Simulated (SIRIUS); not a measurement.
# TiB2 (P6/mmm) in SIRIUS: settings compared

Aim: see how the results for TiB2 move with the level of theory and the settings. Levels: PBE+U, PBE. Tasks: single point, relaxation of cell and atoms.

Everything below comes from runs of SIRIUS 7.10.0. Logs are shortened: lines on timing, memory, paths and dates and some standing lists are left out, and cuts for length are marked. The log counts tension as positive stress, the text compression.

## 1. The structure

Symmetry: P6/mmm, No. 191, hexagonal system. The conventional cell has a = 3.029 Å, b = 3.029 Å, c = 3.228 Å, α = 90.00°, β = 90.00°, γ = 120.00°. Around Ti (site symmetry 6/mmm) lie 12 B at 2.38 Å. Around B (site symmetry -6m2) lie 3 B at 1.75 Å.

## 2. Single point, PBE+U

sirius.json reads:

```json
{
  "control": {
    "processing_unit": "cpu",
    "verbosity": 2,
    "num_bands_to_print": 16,
    "print_forces": true,
    "print_stress": true
  },
  "parameters": {
    "electronic_structure_method": "pseudopotential",
    "xc_functionals": ["XC_GGA_X_PBE", "XC_GGA_C_PBE"],
    "gk_cutoff": 9.2,
    "pw_cutoff": 18.4,
    "ngridk": [10, 10, 8],
    "shiftk": [0, 0, 0],
    "smearing": "fermi_dirac",
    "smearing_width": 0.0018374661,
    "num_bands": 16,
    "num_mag_dims": 0,
    "num_dft_iter": 100,
    "energy_tol": 1e-08,
    "density_tol": 1e-06,
    "hubbard_correction": true
  },
  "iterative_solver": {
    "type": "davidson",
    "min_tolerance": 1e-09,
    "tolerance_scale": [0.1, 0.25]
  },
  "mixer": {
    "type": "anderson",
    "beta": 0.7,
    "max_history": 8
  },
  "settings": {
    "tol_ne": 1e-10,
    "pseudo_grid_cutoff": 6.5
  },
  "unit_cell": {
    "lattice_vectors": [
      [1.0, 0.0, 0.0],
      [-0.5, 0.86602540377, 0.0],
      [0.0, 0.0, 1.065759936617]
    ],
    "lattice_vectors_scale": 5.7243583767,
    "atom_coordinate_units": "lattice",
    "atom_types": ["Ti", "B"],
    "atom_files": {
      "Ti": "Ti.json",
      "B": "B.json"
    },
    "atoms": {
      "Ti": [
        [0.0, 0.0, 0.0]
      ],
      "B": [
        [0.6666666667, 0.3333333333, 0.5],
        [0.3333333333, 0.6666666667, 0.5]
      ]
    }
  },
  "hubbard": {
    "simplified": true,
    "hubbard_subspace_method": "full_orthogonalization",
    "local": [
      {
        "atom_type": "Ti",
        "n": 3,
        "l": 2,
        "U": 0.22049593,
        "J": 0.0,
        "total_initial_occupancy": 2
      }
    ]
  }
}
```

Potentials or basis: PseudoDojo 0.4.1 PBE standard (scalar relativistic).

Launch:

```sh
$ upf_to_json Ti.upf
$ upf_to_json B.upf
$ # the labels of the atomic orbitals (3D, 4S, ...) are then added to the .json files where the converter dropped them
$ OMP_NUM_THREADS=1 sirius.scf --input=sirius.json --output=out.json --task=0
```

The program printed:

```text
[info] SIRIUS version : 7.10.0
[info] number of MPI ranks           : 1
[info] MPI grid                      : 1 1
[info] maximum number of OMP threads : 1
[fft] FFT context for density and potential
[fft] =====================================
[fft]   comm size                             : 1
[fft]   plane wave cutoff                     : 18.4
[fft]   grid size                             : 36 36 40   total : 51840
[fft]   grid limits                           : -17 18   -17 18   -19 20
[fft]   number of G-vectors within the cutoff : 9096
[fft]   local number of G-vectors             : 9096
[fft]   number of G-shells                    : 963
[fft] FFT context for coarse grid
[fft] =====================================
[fft]   comm size                             : 1
[fft]   plane wave cutoff                     : 18.4
[fft]   grid size                             : 36 36 40   total : 51840
[fft]   grid limits                           : -17 18   -17 18   -19 20
[fft]   number of G-vectors within the cutoff : 9096
[fft]   local number of G-vectors             : 9096
[fft]   number of G-shells                    : 963
[unit cell] lattice vectors
[unit cell]   a1 :       5.7243583767      0.0000000000      0.0000000000
[unit cell]   a2 :      -2.8621791883      4.9574397745      0.0000000000
[unit cell]   a3 :       0.0000000000      0.0000000000      6.1007918207
[unit cell] reciprocal lattice vectors
[unit cell]   b1 :       1.0976226319      0.6337127220     -0.0000000000
[unit cell]   b2 :       0.0000000000      1.2674254440      0.0000000000
[unit cell]   b3 :       0.0000000000     -0.0000000000      1.0298966908
[unit cell] unit cell volume :       173.12925801 [a.u.^3]
[unit cell] 1/sqrt(omega)    :         0.07600021
[unit cell] MT volume        :         0.00000000 ( 0.00%)
[unit cell] IT volume        :       173.12925801 (100.00%)
[unit cell] number of atom types : 2
[unit cell] type id : 0 symbol : Ti mt_radius :  15.850000 num_atoms : 1
[unit cell] type id : 1 symbol :  B mt_radius :  15.330000 num_atoms : 2
[unit cell] total number of atoms : 3
[unit cell] number of symmetry classes : 2
[unit cell] number of PAW atoms : 0
[unit cell] atom id  type id  class id             position                      vector_field
[unit cell] ------------------------------------------------------------------------------------------
[unit cell]      0        0        0      0.00000   0.00000   0.00000      0.00000   0.00000   0.00000
[unit cell]      1        1        1      0.66667   0.33333   0.50000      0.00000   0.00000   0.00000
[unit cell]      2        1        1      0.33333   0.66667   0.50000      0.00000   0.00000   0.00000
[unit cell] atom id         position (Cartesian, a.u.)
[unit cell] ---------------------------------------------
[unit cell]      0       0.000000    0.000000    0.000000
[unit cell]      1       2.862179    1.652480    3.050396
[unit cell]      2      -0.000000    3.304960    3.050396
[unit cell] class id : 0 atom id : 0
[unit cell] class id : 1 atom id : 1 2
[unit cell] minimum bond length:     3.304960
[unit cell] total number of pseudo wave-functions: 18
[sym] space group number   : 191
[sym] international symbol : P6/mmm
[sym] Hall symbol          : -P 6 2
[sym] space group transformation matrix :
[sym]   1.0000 -0.0000  0.0000
[sym]   0.0000  1.0000  0.0000
[sym]   0.0000  0.0000  1.0000
[sym] space group origin shift :
[sym]   0.0000  0.0000  0.0000
[sym] number of space group operations  : 24
[sym] number of magnetic group operations : 24
[sym] metric tensor error: 8.1948e-10
[sym] rotation matrix error: 2.8877e-11
[sym] symmetry operations
[... list of symmetry operations ...]
[atom type] label          : Ti
[atom type] --------------------------------------------------------------------------------
[atom type] symbol         : Ti
[atom type] name           :
[atom type] zn             : 12
[atom type] mass           : 0
[atom type] mt_radius      : 15.85
[atom type] num_mt_points  : 1586
[atom type] grid_origin    : 0
[... 409 lines left out ...]
[diagonalize] ...
[diagonalize] ik:   65   -1.563381   -0.700290   -0.695833   -0.686813    0.218781    0.295791    0.396061    0.423374    0.459338    0.681132    0.687339    0.724629    0.740105    0.775736    0.804730    0.917206
[diagonalize] ik:   66   -1.563806   -0.700905   -0.692598   -0.686686    0.189207    0.355484    0.375590    0.398702    0.496879    0.660115    0.678908    0.698121    0.731625    0.815415    0.877045    0.919984
[diagonalize] ik:   67   -1.563438   -0.700286   -0.694291   -0.688317    0.215663    0.311137    0.377605    0.414763    0.473140    0.678293    0.692299    0.715515    0.739639    0.782729    0.864109    0.877706
[diagonalize] ik:   68   -1.563293   -0.700050   -0.694868   -0.689005    0.235776    0.284020    0.370903    0.446184    0.450146    0.683572    0.702894    0.726451    0.735839    0.762450    0.845798    0.872944
[diagonalize] ik:   69   -1.563272   -0.699957   -0.693484   -0.690848    0.244072    0.280666    0.357954    0.443412    0.460168    0.683758    0.715478    0.725866    0.735106    0.752576    0.817324    0.965733
[occ.mtrx] atom : Ti level : 3 l: 2
[occ.mtrx] --------------------------------------------------
[occ.mtrx]    0.22778   0.26624   0.26624   0.29984   0.29984
[occ.mtrx] --------------------------------------------------
[occ.mtrx]    0.29984  -0.00000  -0.00000   0.00000   0.00000
[occ.mtrx]   -0.00000   0.26624  -0.00000   0.00000  -0.00000
[occ.mtrx]   -0.00000  -0.00000   0.22778   0.00000  -0.00000
[occ.mtrx]    0.00000   0.00000   0.00000   0.26624  -0.00000
[occ.mtrx]    0.00000  -0.00000  -0.00000  -0.00000   0.29984
[occ.mtrx] --------------------------------------------------
[occ.mtrx] Atom charge (total) 2.71989
[find] Charges and magnetic moments
[... 10 lines left out ...]
[find] hartree contribution           :      11.87785247
[find] xc contribution                :     -11.27279138
[find] ewald contribution             :     -51.30877593
[find] PAW contribution               :       0.00000000
[find] smearing (-TS)                 :      -0.00025552
[find] SCF correction                 :       0.00000002
[find] Hubbard energy                 :       0.21751560 (Ha),       0.43503121 (Ry)
[find] Hubbard one-el contribution    :       0.13516871 (Ha),       0.27033743 (Ry)
[find] Total energy                   :     -65.13197632 (Ha),    -130.26395264 (Ry)
[find] Free energy (E-TS)             :     -65.13223184 (Ha),    -130.26446369 (Ry)
[find] band gap (eV)                  :       0.00000000
[find] Efermi                         :       0.58374548
[find] iteration : 17, RMS : 1.838842212059e-09, energy difference : 7.703420124017e-10
[find] Hartree energy of density residual : 2.499688306817e-16
[find] bands are converged : true
[find] iterative solver converged : true
[find] converged after 18 SCF iterations!
[find] Charges and magnetic moments
[find] --------------------------------------------------------------------------------
[find] total charge          : 18.000000
[find] Energy
[find] --------------------------------------------------------------------------------
[find] valence_eval_sum               :      -3.52660610
[find] <rho|V^{XC}>                   :     -12.77170265
[find] <rho|E^{XC}>                   :     -11.27279138
[find] <mag|B^{XC}>                   :       0.00000000
[find] <rho|V^{H}>                    :      23.75570494
[find] one-electron contribution      :     -14.64577710 (Ha),     -29.29155420 (Ry)
[find] hartree contribution           :      11.87785247
[find] xc contribution                :     -11.27279138
[find] ewald contribution             :     -51.30877593
[find] PAW contribution               :       0.00000000
[find] smearing (-TS)                 :      -0.00025552
[find] SCF correction                 :       0.00000002
[find] Hubbard energy                 :       0.21751560 (Ha),       0.43503121 (Ry)
[find] Hubbard one-el contribution    :       0.13516871 (Ha),       0.27033743 (Ry)
[find] Total energy                   :     -65.13197632 (Ha),    -130.26395264 (Ry)
[find] Free energy (E-TS)             :     -65.13223184 (Ha),    -130.26446369 (Ry)
[find] band gap (eV)                  :       0.00000000
[find] Efermi                         :       0.58374548
[ground_state] === stress tensor components [kbar] ===
[ground_state] === stress_kin ===
[ground_state] -31245.235173    0.000000    0.000000
[ground_state]     0.000000-31245.235174    0.000000
[ground_state]     0.000000    0.000000-30817.931105
[ground_state] === stress_har ===
[ground_state] -6827.003755    0.000000    0.000000
[ground_state]     0.000000-6827.003755    0.000000
[ground_state]     0.000000    0.000000-6530.821034
[ground_state] === stress_ewald ===
[ground_state] 29024.097298   -0.000000    0.000000
[ground_state]    -0.00000029024.097299    0.000000
[ground_state]     0.000000    0.00000029144.237496
[ground_state] === stress_vloc ===
[ground_state]  6128.032514   -0.000000    0.000000
[ground_state]    -0.000000 6128.032515    0.000000
[ground_state]     0.000000    0.000000 5443.950688
[ground_state] === stress_xc ===
[ground_state]  2729.455656   -0.000000    0.000000
[ground_state]    -0.000000 2729.455656    0.000000
[ground_state]     0.000000    0.000000 2734.963718
[ground_state] === stress_core ===
[ground_state]  3068.995785   -0.000000    0.000000
[ground_state]    -0.000000 3068.995785   -0.000000
[ground_state]     0.000000   -0.000000 3061.116340
[ground_state] === stress_nonloc ===
[ground_state] -2873.034797    0.000000    0.000000
[ground_state]     0.000000-2873.034797    0.000000
[ground_state]     0.000000    0.000000-3091.931662
[ground_state] === stress_us_nl ===
[ground_state] -2873.034797    0.000000    0.000000
[ground_state]     0.000000-2873.034797    0.000000
[ground_state]     0.000000    0.000000-3091.931662
[ground_state] === stress_hubbard ===
[ground_state]   -46.474177    0.000000    0.000000
[ground_state]     0.000000  -46.474177    0.000000
[ground_state]     0.000000    0.000000  -39.553205
[ground_state] === stress_total ===
[ground_state]   -41.166648    0.000000    0.000000
[ground_state]     0.000000  -41.166648    0.000000
[ground_state]     0.000000    0.000000  -95.968765
[ground_state] ==== total Forces in Ha/bohr =====
[ground_state] atom:    0, force:       0.0000000      0.0000000      0.0000000
[ground_state] atom:    1, force:       0.0000000      0.0000000     -0.0000000
[ground_state] atom:    2, force:      -0.0000000     -0.0000000      0.0000000
[ground_state] ==== ultrasoft contribution from Qij =====
[ground_state] atom:    0, force:       0.0000000      0.0000000      0.0000000
[ground_state] atom:    1, force:       0.0000000      0.0000000      0.0000000
[ground_state] atom:    2, force:       0.0000000      0.0000000      0.0000000
[ground_state] ==== non-local contribution from Beta-projector =====
[ground_state] atom:    0, force:       0.0000000      0.0000000      0.0000000
[ground_state] atom:    1, force:       0.0000000      0.0000000     -0.0000000
[ground_state] atom:    2, force:       0.0000000     -0.0000000      0.0000000
[ground_state] ==== contribution from local potential =====
[ground_state] atom:    0, force:       0.0000000      0.0000000      0.0000000
[ground_state] atom:    1, force:       0.0000000     -0.0000000      0.0000000
[ground_state] atom:    2, force:      -0.0000000      0.0000000      0.0000000
[ground_state] ==== contribution from core density =====
[ground_state] atom:    0, force:       0.0000000      0.0000000      0.0000000
[ground_state] atom:    1, force:      -0.0000000      0.0000000      0.0000000
[ground_state] atom:    2, force:       0.0000000      0.0000000      0.0000000
[ground_state] ==== Ewald forces from ions =====
[ground_state] atom:    0, force:       0.0000000      0.0000000      0.0000000
[ground_state] atom:    1, force:       0.0000000      0.0000000      0.0000000
[ground_state] atom:    2, force:       0.0000000     -0.0000000      0.0000000
[ground_state] ==== contribution from Hubbard correction =====
[ground_state] atom:    0, force:       0.0000000      0.0000000      0.0000000
[ground_state] atom:    1, force:       0.0000000      0.0000000      0.0000000
[ground_state] atom:    2, force:       0.0000000     -0.0000000     -0.0000000
[~DFT_ground_state] local op. applied: 43628
[~DFT_ground_state] evp. work count: 10903.7
[~DFT_ground_state] number of iterative solver steps: 3001
```

It took 70 s on 1 thread of Arm Neoverse V2, shared host; peak memory 0.61 GiB.

What came out:

| Property | Result |
| --- | --- |
| Free energy | -1772.3383 eV |
| Pressure | 5.9 GPa |
| Band gap on the k mesh | none (metal or under the smearing width) |

Stress tensor (GPa, compression positive):
```
4.12 0.00 0.00
0.00 4.12 0.00
0.00 0.00 9.60
```

Eigenvalues of the final occupation matrices:
```tsv
site	spin	trace	eigenvalues
site 1	1	1.36	0.23 0.27 0.27 0.30 0.30
```

Caveat: U without spin polarisation on a metal has little footing; the U is typed as a test and isn't derived for this compound.

## 3. Single point, PBE+U

Edit sirius.json of step 2 so:

```diff
@@ -69,3 +69,3 @@
         "l": 2,
-        "U": 0.22049593,
+        "U": 0.29399458,
         "J": 0.0,
```

Potentials or basis: PseudoDojo 0.4.1 PBE standard (scalar relativistic).

Launch:

```sh
$ upf_to_json Ti.upf
$ upf_to_json B.upf
$ # the labels of the atomic orbitals (3D, 4S, ...) are then added to the .json files where the converter dropped them
$ OMP_NUM_THREADS=1 sirius.scf --input=sirius.json --output=out.json --task=0
```

The program printed:

```text
[info] SIRIUS version : 7.10.0
[info] number of MPI ranks           : 1
[info] MPI grid                      : 1 1
[info] maximum number of OMP threads : 1
[fft] FFT context for density and potential
[fft] =====================================
[fft]   comm size                             : 1
[fft]   plane wave cutoff                     : 18.4
[fft]   grid size                             : 36 36 40   total : 51840
[fft]   grid limits                           : -17 18   -17 18   -19 20
[fft]   number of G-vectors within the cutoff : 9096
[fft]   local number of G-vectors             : 9096
[fft]   number of G-shells                    : 963
[fft] FFT context for coarse grid
[fft] =====================================
[fft]   comm size                             : 1
[fft]   plane wave cutoff                     : 18.4
[fft]   grid size                             : 36 36 40   total : 51840
[fft]   grid limits                           : -17 18   -17 18   -19 20
[fft]   number of G-vectors within the cutoff : 9096
[fft]   local number of G-vectors             : 9096
[fft]   number of G-shells                    : 963
[unit cell] lattice vectors
[unit cell]   a1 :       5.7243583767      0.0000000000      0.0000000000
[unit cell]   a2 :      -2.8621791883      4.9574397745      0.0000000000
[unit cell]   a3 :       0.0000000000      0.0000000000      6.1007918207
[unit cell] reciprocal lattice vectors
[unit cell]   b1 :       1.0976226319      0.6337127220     -0.0000000000
[unit cell]   b2 :       0.0000000000      1.2674254440      0.0000000000
[unit cell]   b3 :       0.0000000000     -0.0000000000      1.0298966908
[... 574 lines left out ...]
[ground_state] === stress_us_nl ===
[ground_state] -2920.339304    0.000000   -0.000000
[ground_state]     0.000000-2920.339304    0.000000
[ground_state]    -0.000000    0.000000-3206.173855
[ground_state] === stress_hubbard ===
[ground_state]   -61.957033    0.000000   -0.000000
[ground_state]     0.000000  -61.957033    0.000000
[ground_state]    -0.000000    0.000000  -55.158154
[ground_state] === stress_total ===
[ground_state]   -55.514283   -0.000000    0.000000
[ground_state]    -0.000000  -55.514283    0.000000
[ground_state]     0.000000    0.000000 -137.844926
[ground_state] ==== total Forces in Ha/bohr =====
[ground_state] atom:    0, force:       0.0000000      0.0000000      0.0000000
[ground_state] atom:    1, force:      -0.0000000      0.0000000      0.0000000
[ground_state] atom:    2, force:       0.0000000     -0.0000000     -0.0000000
[ground_state] ==== ultrasoft contribution from Qij =====
[ground_state] atom:    0, force:       0.0000000      0.0000000      0.0000000
[ground_state] atom:    1, force:       0.0000000      0.0000000      0.0000000
[ground_state] atom:    2, force:       0.0000000      0.0000000      0.0000000
[ground_state] ==== non-local contribution from Beta-projector =====
[ground_state] atom:    0, force:       0.0000000      0.0000000      0.0000000
[ground_state] atom:    1, force:       0.0000000      0.0000000      0.0000000
[ground_state] atom:    2, force:       0.0000000     -0.0000000      0.0000000
[ground_state] ==== contribution from local potential =====
[ground_state] atom:    0, force:       0.0000000      0.0000000      0.0000000
[ground_state] atom:    1, force:       0.0000000      0.0000000      0.0000000
[ground_state] atom:    2, force:      -0.0000000      0.0000000      0.0000000
[ground_state] ==== contribution from core density =====
[ground_state] atom:    0, force:       0.0000000      0.0000000      0.0000000
[ground_state] atom:    1, force:       0.0000000     -0.0000000     -0.0000000
[ground_state] atom:    2, force:      -0.0000000      0.0000000      0.0000000
[ground_state] ==== Ewald forces from ions =====
[ground_state] atom:    0, force:       0.0000000      0.0000000      0.0000000
[ground_state] atom:    1, force:       0.0000000      0.0000000      0.0000000
[ground_state] atom:    2, force:       0.0000000     -0.0000000      0.0000000
[ground_state] ==== contribution from Hubbard correction =====
[ground_state] atom:    0, force:       0.0000000      0.0000000      0.0000000
[ground_state] atom:    1, force:      -0.0000000     -0.0000000      0.0000000
[ground_state] atom:    2, force:       0.0000000      0.0000000     -0.0000000
[~DFT_ground_state] local op. applied: 47222
[~DFT_ground_state] evp. work count: 11757.9
[~DFT_ground_state] number of iterative solver steps: 3217
```

It took 76 s on 1 thread of Arm Neoverse V2, shared host; peak memory 0.61 GiB.

What came out:

* Free energy: -1770.3832 eV
* Pressure: 8.3 GPa
* Band gap on the k mesh: none (metal or under the smearing width)

Stress tensor (GPa, compression positive):
```
 5.55  0.00  0.00
 0.00  5.55  0.00
 0.00  0.00 13.78
```

Eigenvalues of the final occupation matrices:
```
  site  spin  trace               eigenvalues
site 1     1   1.33  0.21 0.26 0.26 0.30 0.30
```

Caveat: U without spin polarisation on a metal has little footing; the U is typed as a test and isn't derived for this compound.

[end of part 1 of 2]
